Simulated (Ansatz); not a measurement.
# Si: the cost of one run

Method: DFT LDA, scalar-relativistic, plane waves, PAW, in Ansatz 0.2.0.

19 further runs of the same task are left out: 19 set aside as unsound or not needed.

### Step 1. The system as given

The structure is trigonal, space group P3m1 (No. 156). Conventional cell: a = 3.820 Å, b = 3.820 Å, c = 20.877 Å, α = 90.00°, β = 90.00°, γ = 120.00°. Si (site symmetry 3m) is surrounded by 3 Si at 2.34 Å. Around Si (site symmetry 3m) lie 4 Si at 2.34 to 2.46 Å. Si (site symmetry 3m) has 4 Si at 2.30 to 2.46 Å as nearest neighbours. Si (site symmetry 3m) is surrounded by 1 Si at 1.73 Å.

Structure file:

```
CELL_PARAMETERS angstrom
3.81975 0.00000 0.00000
-1.90988 3.30800 0.00000
0.00000 0.00000 20.87747
ATOMIC_POSITIONS crystal
Si 0.33333 0.66667 0.19159
Si 0.00000 0.00000 0.22894
Si 0.00000 0.00000 0.34659
Si 0.66667 0.33333 0.37732
Si 0.66667 0.33333 0.46018
```

This is the geometry of the first run shown, built on a cell relaxed beforehand with the same method.

### Step 2. The scan

Atoms count from 1 in the order of the input.

Si is moved along a line over the surface and along the normal, above a rigid substrate.

First coordinate, position of Si5 along the long diagonal of the hexagonal surface cell, from above Si4: 9 values from 0.00 to 5.88 Å, periodic. Second coordinate, height of Si5 above the plane of Si4: 8 values from −0.19 to 3.97 Å.

Nothing else is relaxed. Points are written as (first, second).

### Step 3. Grid point (0.00 Å, 1.73 Å)

The cell repeats along c, and a dipole correction in the vacuum removes the field between the copies.

input.yaml

```yaml
crystal:
  lattice:
    - [3.8197534856, 0.0, 0.0]
    - [-1.9098767428, 3.3080035547, 0.0]
    - [0.0, 0.0, 20.8774703619]
  atoms:
    - { symbol: Si, position: [0.3333333333, 0.6666666667, 0.1915940931] }
    - { symbol: Si, position: [0.0, 0.0, 0.2289407592] }
    - { symbol: Si, position: [0.0, 0.0, 0.3465910495] }
    - { symbol: Si, position: [0.6666666667, 0.3333333333, 0.3773191975] }
    - { symbol: Si, position: [0.6666666667, 0.3333333333, 0.4601836427], spin: 2.0 }
basis:
  ecutwfc: 420
kpoints:
  mp_grid: { grid: [9, 9, 1] }
hamiltonian:
  xc: lda
scf:
  occupations: { method: gaussian, width: 0.05 }
output:
  forces: true
  eigenvalues: true
  populations: true
magnetization:
  spin_polarized: true
efield:
  axis: 3
  dipole_correction: true
  ramp_width: 0.04
```

Command:

```
$ ansatz run input.yaml --threads 1 --pin off --max-ram 3072MiB --backend cpu --events-out ev --progress --plain --runs-dir out
```

What time and memory should one allow on 1 thread of Intel Xeon 6975P-C (Granite Rapids), shared host?

About 9.2 s, with a peak of 0.46 GiB.
